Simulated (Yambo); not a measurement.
MgTe:

```
CELL_PARAMETERS angstrom
0.00000 3.23200 3.23200
3.23200 0.00000 3.23200
3.23200 3.23200 0.00000
ATOMIC_POSITIONS crystal
Te 0.25000 0.25000 0.25000
Mg 0.00000 0.00000 0.00000
```

The cell comes from a database or a generator and needn't be the stable form of this composition.

Base run:

| Item | Value |
| --- | --- |
| Program | Yambo 5.3.0 |
| Functional | PBEsol |
| Potentials or basis | PseudoDojo 0.4.1 SR PBEsol standard |
| Cutoff | 1143 eV |
| Density cutoff | 4572 eV |
| k mesh | 12 × 12 × 12 |
| Occupations | fixed |
| Spin | no spin polarisation |

Its results: band gap on the k mesh, mean-field level 2.29 eV, direct.

Q: The run is repeated on the same cell with these changes: functional from PBEsol to PBE; potentials or basis from PseudoDojo 0.4.1 SR PBEsol standard to PseudoDojo 0.4.1 SR PBE standard. What comes out?

A: Band gap on the k mesh, mean-field level 2.41 eV, direct.

Caveats: spin-orbit coupling is left out, which moves the levels of the heavy elements.

A k mesh can miss the band edges.
